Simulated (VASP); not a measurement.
## BAs (F-43m) under biaxial strain in the (001) plane

Wanted: the response of BAs to biaxial strain in the (001) plane, as a table, with a fit that predicts a row left out.

Main program and level: VASP 6.6.1; LDA; plane waves and PAW (B, As), in the first sound run; inputs show where later runs differ.

## (1) The starting structure

The structure is cubic, space group F-43m (No. 216). The conventional cell has a = 4.777 Å, b = 4.777 Å, c = 4.777 Å, α = 90.00°, β = 90.00°, γ = 90.00°. B has 4 As at 2.07 Å nearest. Nearest to As lie 4 B at 2.07 Å. Farther neighbours are not listed.

## (2) Relax the crystal, LDA

The series starts from the cell that this level prefers, so that zero strain is near zero stress.

This step took 2 runs in a row; the last is shown.

Level: LDA; plane waves and PAW (B, As).

The input, INCAR:

```
SYSTEM = BAs
PREC = Accurate
ENCUT = 480
EDIFF = 1E-07
NELM = 120
ISMEAR = 0
SIGMA = 0.02
LREAL = .FALSE.
ALGO = Normal
GGA = CA
NBANDS = 10
LASPH = .TRUE.
LORBIT = 11
LWAVE = .FALSE.
LCHARG = .FALSE.
KPAR = 8
IBRION = 2
NSW = 40
ISIF = 3
EDIFFG = -0.005
POTIM = 0.4
```

The input, POSCAR:

```
BAs
1.0
    0.0000000000      2.3711864422      2.3711864422
    2.3711864422      0.0000000000      2.3711864422
    2.3711864422      2.3711864422      0.0000000000
B As
1 1
Direct
    0.0000000000      0.0000000000      0.0000000000
    0.2500000000      0.2500000000      0.2500000000
```

The input, KPOINTS:

```
Automatic mesh
0
Gamma
11 11 11
0 0 0
```

Potentials, in the order of the species: B and As (LDA family, release 64).

Run with:

```console
$ mpirun -np 8 vasp_std
```

What it wrote:

```text
[banner, memory and clock lines left out]
running    8 mpi-ranks, on    1 nodes
[...]
|                                                                             |
|           W    W    AA    RRRRR   N    N  II  N    N   GGGG   !!!           |
|           W    W   A  A   R    R  NN   N  II  NN   N  G    G  !!!           |
|           W    W  A    A  R    R  N N  N  II  N N  N  G       !!!           |
|           W WW W  AAAAAA  RRRRR   N  N N  II  N  N N  G  GGG   !            |
|           WW  WW  A    A  R   R   N   NN  II  N   NN  G    G                |
|           W    W  A    A  R    R  N    N  II  N    N   GGGG   !!!           |
|                                                                             |
|     For optimal performance we recommend to set                             |
|       NCORE = 2 up to number-of-cores-per-socket                            |
|     NCORE specifies how many cores store one orbital (NPAR=cpu/NCORE).      |
|     This setting can greatly improve the performance of VASP for DFT.       |
[...]
|     Unfortunately you need to use the default for GW and RPA                |
|     calculations (for HF NCORE is supported but not extensively tested      |
|     yet).                                                                   |
|                                                                             |

 LDA part: xc-table for (Slater(with rela. corr.)+CA(PZ))
 , standard interpolation
 POSCAR, INCAR and KPOINTS ok, starting setup
[...]
entering main loop
       N       E                     dE             d eps       ncg     rms          rms(c)
DAV:   1     0.116236973720E+02    0.11624E+02   -0.37856E+03  1120   0.671E+02
DAV:   2    -0.129845126788E+02   -0.24608E+02   -0.23448E+02  1546   0.106E+02
DAV:   3    -0.136938673855E+02   -0.70935E+00   -0.70778E+00  1340   0.180E+01
DAV:   4    -0.136959049852E+02   -0.20376E-02   -0.20375E-02  1350   0.105E+00
[...]
DAV:  11    -0.129262887899E+02   -0.13916E-05   -0.16086E-06  1362   0.929E-03    0.130E-02
DAV:  12    -0.129262886184E+02    0.17144E-06   -0.80753E-07  1244   0.399E-03    0.292E-03
DAV:  13    -0.129262886225E+02   -0.40220E-08   -0.29092E-08   710   0.126E-03
   1 F= -.12926289E+02 E0= -.12926289E+02  d E =-.129263E+02
[...]
reached required accuracy - stopping structural energy minimisation
```

Wall time 1.6 s (8 MPI ranks of Intel Xeon 6975P-C (Granite Rapids), shared host); peak memory 1 GiB; 8 s of CPU time.

Lines that name or quote the potential files are left out of all logs, and their timing lines are given in words.

OUTCAR, selected parts (step 2):

```text
  Total        0.0001635      0.0001635      0.0001635     -0.0000000      0.0000000      0.0000000
  in kB        0.0098264      0.0098264      0.0098264     -0.0000000      0.0000000      0.0000000
  external PRESSURE =       0.0098264 kB  Pullay stress =       0.0000000 kB

 POSITION                                       TOTAL-FORCE (eV/Angst)
 -----------------------------------------------------------------------------------
      0.00000      0.00000      0.00000         0.000000      0.000000      0.000000
      1.18559      1.18559      1.18559        -0.000000     -0.000000     -0.000000
 -----------------------------------------------------------------------------------
    total drift:                                0.000000      0.000000      0.000000

  FREE ENERGIE OF THE ION-ELECTRON SYSTEM (eV)
  ---------------------------------------------------
  free  energy   TOTEN  =       -12.9262886225 eV

  energy  without entropy=      -12.9262886225  energy(sigma->0) =      -12.92628862

 reached required accuracy - stopping structural energy minimisation

[... 3 further parts left out ...]
[key lines of the parts left out:]
E-fermi :   6.5873
```

This run gave:

| Item | Value |
| --- | --- |
| energy(sigma→0) of the program | -12.9263 eV |
| stress, compression positive | xx, yy, zz 0.00, 0.00, 0.00 GPa |
| volume | 26.664 Å³ |
| ionic steps | 1 |

## (3) Strain along the normal, LDA

One member in full: the plane is strained by -0.5 %, and the strain along the normal is moved by secant steps until the normal stress is under 0.012 GPa or five steps are spent; the atoms relax at each step.

This step took 3 runs, each at a new trial strain with the atoms of the one before; the last is shown.

Level: LDA; plane waves and PAW (B, As); cell typed or built by script.

Changes to INCAR since step 2:

```diff
@@ -15,7 +15,7 @@
 LCHARG = .FALSE.
-KPAR = 8
-IBRION = 2
-NSW = 40
-ISIF = 3
-EDIFFG = -0.005
-POTIM = 0.4
+KPAR = 2
+IBRION = 1
+NSW = 25
+ISIF = 2
+EDIFFG = -0.004
+POTIM = 0.3
```

The input, POSCAR:

```
BAs
1.0
    0.0000000000      2.3593305100      2.3775206290
    2.3593305100      0.0000000000      2.3775206290
    2.3593305100      2.3593305100      0.0000000000
B As
1 1
Direct
    0.0000000000      0.0000000000      0.0000000000
    0.2500000000      0.2500000000      0.2500000000
```

KPOINTS is that of step 2.

Run with:

```console
$ mpirun -np 2 vasp_std
```

What it wrote:

```text
[banner, memory and clock lines left out]
running    2 mpi-ranks, on    1 nodes
[...]
LDA part: xc-table for (Slater(with rela. corr.)+CA(PZ))
 , standard interpolation
 POSCAR, INCAR and KPOINTS ok, starting setup
[...]
entering main loop
       N       E                     dE             d eps       ncg     rms          rms(c)
DAV:   1     0.103312454632E+02    0.10331E+02   -0.36361E+03  2520   0.662E+02
DAV:   2    -0.130553299490E+02   -0.23387E+02   -0.22478E+02  3588   0.104E+02
DAV:   3    -0.137089450043E+02   -0.65362E+00   -0.65245E+00  2988   0.174E+01
DAV:   4    -0.137107210042E+02   -0.17760E-02   -0.17759E-02  3030   0.100E+00
[...]
DAV:  11    -0.129248783744E+02   -0.13845E-05   -0.16167E-06  3040   0.935E-03    0.132E-02
DAV:  12    -0.129248782024E+02    0.17193E-06   -0.80546E-07  2804   0.398E-03    0.291E-03
DAV:  13    -0.129248782063E+02   -0.39136E-08   -0.28385E-08  1620   0.126E-03
   1 F= -.12924878E+02 E0= -.12924878E+02  d E =-.129249E+02
 BRION: g(F)=  0.107E-46 g(S)=  0.000E+00
 reached required accuracy - stopping structural energy minimisation
```

It took 4.8 s on 2 MPI ranks; peak memory 0.27 GiB; 7.6 s of CPU time.

From OUTCAR (step 3):

```text
  Total        0.2732129      0.2732129     -0.0000027      0.0000000      0.0000000      0.0000000
  in kB       16.5378806     16.5378806     -0.0001648      0.0000000      0.0000000      0.0000000
  external PRESSURE =      11.0251988 kB  Pullay stress =       0.0000000 kB

 POSITION                                       TOTAL-FORCE (eV/Angst)
 -----------------------------------------------------------------------------------
      0.00000      0.00000      0.00000         0.000000      0.000000      0.000000
      1.17967      1.17967      1.18876        -0.000000     -0.000000     -0.000000
 -----------------------------------------------------------------------------------
    total drift:                                0.000000      0.000000      0.000000

  FREE ENERGIE OF THE ION-ELECTRON SYSTEM (eV)
  ---------------------------------------------------
  free  energy   TOTEN  =       -12.9248782063 eV

  energy  without entropy=      -12.9248782063  energy(sigma->0) =      -12.92487821

[... 1 part as in an earlier step ...]

[... 3 further parts left out ...]
[key lines of the parts left out:]
E-fermi :   6.6888
```

Read from the output:

```
energy(sigma→0) of the program : -12.9249 eV
stress, compression positive   : xx, yy, zz 1.65, 1.65, 0.00 GPa
ionic steps                    : 1
```

## (4) Band edges, TB-mBJ with spin-orbit coupling

Short lines in KPOINTS_OPT sample the zone centre along and across the normal of the plane, for masses, and the other valleys.

Level: TB-mBJ, spin-orbit coupling; plane waves and PAW (B, As); cell typed or built by script.

TB-mBJ has no energy functional, so the total energy, stress and pressure in this output mean nothing.

The input, INCAR:

```
SYSTEM = BAs
PREC = Accurate
ENCUT = 480
EDIFF = 1E-06
NELM = 150
ISMEAR = 0
SIGMA = 0.02
LREAL = .FALSE.
ALGO = Normal
METAGGA = MBJ
LASPH = .TRUE.
LNONCOLLINEAR = .TRUE.
MAGMOM = 0 0 0 0 0 0
NBANDS = 18
GGA_COMPAT = .FALSE.
LSORBIT = .TRUE.
LWAVE = .FALSE.
LCHARG = .FALSE.
KPAR = 2
```

POSCAR is that of step 3.

The input, KPOINTS:

```
Automatic mesh
0
Gamma
9 9 9
0 0 0
```

The input, KPOINTS_OPT:

```
Line mode
6
Line-mode
Reciprocal
  0.00000000   0.00000000   0.00000000
  0.01891971   0.01891971   0.00000000

  0.00000000   0.00000000   0.00000000
 -0.00000000  -0.01877496  -0.01877496

  0.31000000   0.31000000   0.00000000
  0.50000000   0.50000000   0.00000000

  0.00000000   0.31000000   0.31000000
  0.00000000   0.50000000   0.50000000

  0.45000000   0.45000000   0.45000000
  0.50000000   0.50000000   0.50000000

  0.45000000   0.00000000   0.00000000
  0.50000000   0.00000000   0.00000000

  0.42500000   0.42500000   0.00000000
  0.42500000   0.44377496   0.01877496

  0.50000000   0.50000000   0.50000000
  0.48672410   0.51327590   0.50000000
```

Run with:

```console
$ mpirun -np 2 vasp_ncl
```

What it wrote:

```text
[banner, memory and clock lines left out]
running    2 mpi-ranks, on    1 nodes
[...]
|                                                                             |
|               ----> ADVICE to this user running VASP <----                  |
|                                                                             |
|     You enforced a specific xc type in the INCAR file but a different       |
|     [... a line on the potential file left out ...]
|     I HOPE YOU KNOW WHAT YOU ARE DOING!                                     |
|                                                                             |

 LDA part: xc-table for (None), standard interpolation
 POSCAR, INCAR and KPOINTS ok, starting setup
[...]
entering main loop
       N       E                     dE             d eps       ncg     rms          rms(c)
DAV:   1    -0.849150705246E+01   -0.84915E+01   -0.31725E+03  4140   0.741E+02
DAV:   2    -0.350487060437E+02   -0.26557E+02   -0.24373E+02  5866   0.132E+02
DAV:   3    -0.361901463011E+02   -0.11414E+01   -0.11313E+01  4930   0.245E+01
DAV:   4    -0.361945991917E+02   -0.44529E-02   -0.44512E-02  4870   0.169E+00
[...]
DAV:  32    -0.330636846990E+02   -0.33296E-05   -0.42949E-12  2094   0.194E-05    0.171E-05
DAV:  33    -0.330636885622E+02   -0.38632E-05   -0.66852E-12  2094   0.224E-05    0.169E-05
DAV:  34    -0.330636880154E+02    0.54681E-06   -0.31210E-12  2094   0.165E-05
   1 F= -.33063688E+02 E0= -.33063688E+02  d E =-.151699E-18  mag=    -0.0000    -0.0000     0.0000
 Start KPOINTS_OPT (optional k-point list driver)
k-point batch [1-48\48]
       N       E                     dE             ncg
DAV:   1     0.179764082839E+04   -0.81203E+04     1728
DAV:   2     0.373061847115E+03   -0.14246E+04     2404
DAV:   3     0.317316240674E+03   -0.55746E+02     2134
DAV:   4     0.317090190136E+03   -0.22605E+00     2046
DAV:   5     0.317089495587E+03   -0.69455E-03     1936
DAV:   6     0.317089492374E+03   -0.32131E-05     1814
DAV:   7     0.317089492309E+03   -0.65540E-07     1566
```

Run time: 69 s. Hardware: 2 MPI ranks; peak memory 0.59 GiB; 2.3 min of CPU time.

Parts of OUTCAR (step 4):

```text
  LATTYP: Found a body centered tetragonal cell.
 ALAT       =     3.3365972054
 C/A-ratio  =     1.4251169576

 Subroutine GETGRP returns: Found  8 space group operations
 (whereof  8 operations were pure point group operations)

The static configuration has the point symmetry D_2d.

 Found    115 irreducible k-points:

   k-points           NKPTS =    115   k-points in BZ     NKDIM =    115   number of bands    NBANDS=     18

   dimension x,y,z NGX =    24 NGY =   24 NGZ =   24
   dimension x,y,z NGXF=    48 NGYF=   48 NGZF=   48

   ENCUT  =  480.0 eV  35.28 Ry    5.94 a.u.   5.98  5.98  5.96*2*pi/ulx,y,z

   NELECT =       8.0000    total number of electrons

 E-fermi :   6.7396

 k-point     1 :       0.0000    0.0000    0.0000
  band No.  band energies     occupation
    ...
      4       6.3856      1.00000
      5       6.5789      1.00000
      6       6.5789      1.00000
      7       6.6260      1.00000
      8       6.6260      1.00000
      9      10.2258      0.00000
     10      10.2258      0.00000
     11      10.4161      0.00000
     12      10.4161      0.00000
     13      10.4498      0.00000
    ...

 k-point     2 :       0.1111    0.0000    0.0000
  band No.  band energies     occupation
    ...
      4       4.9510      1.00000
      5       6.1198      1.00000
      6       6.1258      1.00000
      7       6.2652      1.00000
      8       6.2662      1.00000
      9      10.5594      0.00000
     10      10.5818      0.00000
     11      10.7866      0.00000
     12      10.8064      0.00000
     13      10.9069      0.00000
    ...

  Total       11.8762359     11.8762359     11.4850513      0.0000000     -0.0000000     -0.0000000
  in kB      718.8818835    718.8818835    695.2030442      0.0000000     -0.0000000     -0.0000000
  external PRESSURE =     710.9889370 kB  Pullay stress =       0.0000000 kB

 POSITION                                       TOTAL-FORCE (eV/Angst)
 -----------------------------------------------------------------------------------
      0.00000      0.00000      0.00000         0.000000      0.000000     -0.000000
      1.17967      1.17967      1.18876        -0.000000     -0.000000      0.000000
 -----------------------------------------------------------------------------------
    total drift:                                0.000000      0.000000      0.000000

  FREE ENERGIE OF THE ION-ELECTRON SYSTEM (eV)
  ---------------------------------------------------
  free  energy   TOTEN  =       -33.0636880154 eV

  energy  without entropy=      -33.0636880154  energy(sigma->0) =      -33.06368802

 Spin-Orbit-Coupling matrix elements
 Ion:    1  E_soc:     -0.0000080
 Ion:    2  E_soc:     -0.0205159

[... 1 part as in an earlier step ...]

[... 7 further parts left out ...]
```

## (5) Band edges, r2SCAN with spin-orbit coupling

Short lines in KPOINTS_OPT sample the zone centre along and across the normal of the plane, for masses, and the other valleys.

Level: r2SCAN, spin-orbit coupling; plane waves and PAW (B, As); cell typed or built by script.

Changes to INCAR since step 4:

```diff
@@ -4,3 +4,3 @@
 EDIFF = 1E-06
-NELM = 150
+NELM = 100
 ISMEAR = 0
@@ -9,3 +9,3 @@
 ALGO = Normal
-METAGGA = MBJ
+METAGGA = R2SCAN
 LASPH = .TRUE.
```

POSCAR is that of step 4.

KPOINTS is that of step 4.

KPOINTS_OPT is that of step 4.

Run with:

```console
$ mpirun -np 2 vasp_ncl
```

What it wrote:

```text
[banner, memory and clock lines left out]
running    2 mpi-ranks, on    1 nodes
[...]
[... a notice as in an earlier step ...]

 LDA part: xc-table for (None), standard interpolation
 POSCAR, INCAR and KPOINTS ok, starting setup
[...]
entering main loop
       N       E                     dE             d eps       ncg     rms          rms(c)
DAV:   1    -0.142167998609E+03   -0.14217E+03   -0.32571E+03  4140   0.757E+02
DAV:   2    -0.170736064697E+03   -0.28568E+02   -0.26237E+02  5896   0.139E+02
DAV:   3    -0.172028515259E+03   -0.12925E+01   -0.12805E+01  4926   0.269E+01
DAV:   4    -0.172034202080E+03   -0.56868E-02   -0.56850E-02  4884   0.205E+00
[...]
DAV:  10    -0.170385682786E+03   -0.52023E-04   -0.36936E-05  4588   0.596E-02    0.429E-02
DAV:  11    -0.170385691131E+03   -0.83453E-05   -0.62387E-06  4518   0.278E-02    0.956E-03
DAV:  12    -0.170385690967E+03    0.16433E-06   -0.47127E-07  3742   0.869E-03
   1 F= -.17038569E+03 E0= -.17038569E+03  d E =-.104425E-22  mag=    -0.0000    -0.0000     0.0000
 Start KPOINTS_OPT (optional k-point list driver)
k-point batch [1-48\48]
       N       E                     dE             ncg
DAV:   1     0.172649196915E+04   -0.81915E+04     1728
DAV:   2     0.264519330268E+03   -0.14620E+04     2452
DAV:   3     0.205717048787E+03   -0.58802E+02     2070
DAV:   4     0.205473444693E+03   -0.24360E+00     2000
DAV:   5     0.205472691634E+03   -0.75306E-03     1932
DAV:   6     0.205472688061E+03   -0.35734E-05     1780
DAV:   7     0.205472687979E+03   -0.81817E-07     1532
```

Run time: 86 s. Hardware: 2 MPI ranks; peak memory 0.54 GiB; 2.8 min of CPU time.

From OUTCAR (step 5):

```text
  Total        0.8871173      0.8871173      0.5920730      0.0000000      0.0000000     -0.0000000
  in kB       53.6982072     53.6982072     35.8388434      0.0000000      0.0000000     -0.0000000
  external PRESSURE =      47.7450860 kB  Pullay stress =       0.0000000 kB

 POSITION                                       TOTAL-FORCE (eV/Angst)
 -----------------------------------------------------------------------------------
      0.00000      0.00000      0.00000         0.000000      0.000000      0.000000
      1.17967      1.17967      1.18876         0.000000     -0.000000     -0.000000
 -----------------------------------------------------------------------------------
    total drift:                                0.000000      0.000000      0.000000

  FREE ENERGIE OF THE ION-ELECTRON SYSTEM (eV)
  ---------------------------------------------------
  free  energy   TOTEN  =      -170.3856909669 eV

  energy  without entropy=     -170.3856909669  energy(sigma->0) =     -170.38569097

[... 2 parts as in an earlier step ...]

[... 1 further part left out ...]
[key lines of the parts left out:]
E-fermi :   6.8696
```

Read from the output:

* energy(sigma→0) of the program: -170.3857 eV
* stress, compression positive: xx, yy, zz 5.37, 5.37, 3.58 GPa

The run ends at a pressure of 4.77 GPa.

[end of part 1 of 2]

[Lines on the potential files, build, host, timing and source positions are cut from VASP's logs without a mark.]

[Logs are printed without paths, hosts, clocks, repeated set-up lines and the standing remarks that a program may print on its own settings, such as how far it seeks lower states.]

[Hosts, paths, dates, database ids (printed as entryN), source tags and the programs' standing remarks are cut or masked in the printed files.]

[In band tables of VASP the shares of atoms and orbitals are scaled to a sum of 1 inside the atoms' spheres.]
